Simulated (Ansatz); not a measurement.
Method: Ansatz 0.2.0, DFT PBE, scalar-relativistic, plane waves, PAW. Settings: cutoff 420 eV, Γ-centred meshes spaced at most about 0.3 Å⁻¹ (2π included), Gaussian smearing. No spin polarisation in the final relaxations.

These are static total energies at zero pressure.

Two relaxed structures of LiF:

1.

```xyz
6
Lattice="1.4805 -2.5680 0.0000 1.4805 2.5680 0.0000 0.0000 0.0000 7.3630" Properties=species:S:1:pos:R:3 pbc="T T T"
Li    0.7402    1.2840    2.4546
Li    0.7402   -1.2840    4.9084
Li    1.4805    0.0000    0.0000
F     0.7402   -1.2840    1.2271
F     0.7402    1.2840    6.1360
F     0.0000    0.0000    3.6815
```

2.

```xyz
2
Lattice="0.0000 2.0343 2.0343 2.0343 0.0000 2.0343 2.0343 2.0343 0.0000" Properties=species:S:1:pos:R:3 pbc="T T T"
Li    2.0343    2.0343    2.0343
F     0.0000    0.0000    0.0000
```

Task: Which is lower in energy, and by how much?

Result: Cell 2 is lower, by 58 meV/atom. Cell 1 has space group C222 (No. 21), 9.3 Å³/atom and a gap of 7.77 eV on its mesh; cell 2 has the rock salt type, space group Fm-3m (No. 225), 8.4 Å³/atom and a gap of 8.83 eV. Counting F atoms around Li (those within 1.25 times the shortest such distance or 1.15 times the sum of covalent radii), cell 1 has Li 4 and cell 2 has Li 6. The denser one is the lower, and pressure would at first widen the difference. Both come from invented guesses. The part of the Crystallography Open Database at hand lists LiF in space group No. 225; sharing a group (Fm-3m) doesn't make a cell the listed structure.

Kohn–Sham gaps at this level usually fall short of measured ones. Cells relaxed within their symmetry can be saddle points. The Fm-3m cell of LiF came from shaking the C222 one.
